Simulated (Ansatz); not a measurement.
Crystal: HfO2.

```xyz
6
Lattice="3.5580 0.0000 0.0000 0.0000 3.5580 0.0000 0.0000 0.0000 5.1719" Properties=species:S:1:pos:R:3 pbc="T T T"
Hf    0.0000    0.0000    0.0000
Hf    1.7790    1.7790    2.5859
O     0.0000    1.7790    1.0199
O     1.7790    0.0000    1.5660
O     1.7790    0.0000    4.1519
O     0.0000    1.7790    3.6059
```

Measurements of this composition are mostly on another form, of space group No. 14.

- Program: Ansatz 0.2.0
- Task: relaxation of cell and atoms
- Functional: BLYP
- Potentials or basis: Ansatz PAW
- Cutoff: 420 eV (not typed: the program's choice for these potentials)
- k mesh: 8 × 8 × 5
- Occupations: fermi-dirac, width 0.05 eV
- Spin: no spin polarisation

At the start: volume 10.91 Å³/atom.

**Question.** How do energy, volume and symmetry change on relaxing?

**Answer.** It ends after 10 steps and the volume is 11.80 Å³/atom (+8.2 %); space group P4_2/nmc (No. 137, to 0.05 Å).

The path:
```tsv
step	energy change (eV)	largest force (eV/Å)	volume (Å³)
1	0.0000	0.1664	65.47
2	-0.1794	0.1666	70.95
3	-0.1941	0.0849	70.19
4	-0.1967	0.0223	70.40
5	-0.1970	0.0023	70.42
6	-0.1970	0.0001	70.43
7	-0.2385	0.0037	70.43
8	-0.2377	0.0012	70.76
9	-0.2374	0.0001	70.82
10	-0.2393	0.0002	70.82
```

Final structure:
```
CELL_PARAMETERS angstrom
3.63525 0.00000 0.00000
0.00000 3.63525 0.00000
0.00000 0.00000 5.35873
ATOMIC_POSITIONS crystal
Hf 0.00000 0.00000 0.00000
Hf 0.50000 0.50000 0.50000
O 0.00000 0.50000 0.18670
O 0.50000 0.00000 0.31330
O 0.50000 0.00000 0.81330
O 0.00000 0.50000 0.68670
```

Caveat: the plane-wave basis is chosen anew once the cell has moved, so the energies of steps on either side of that aren't comparable; the pressure holds a Pulay correction of +0.9 GPa for the finite cutoff; the PAW data sets come from PBE, with cores solved anew for the run's functional, which leaves a small shift of forces and pressure.
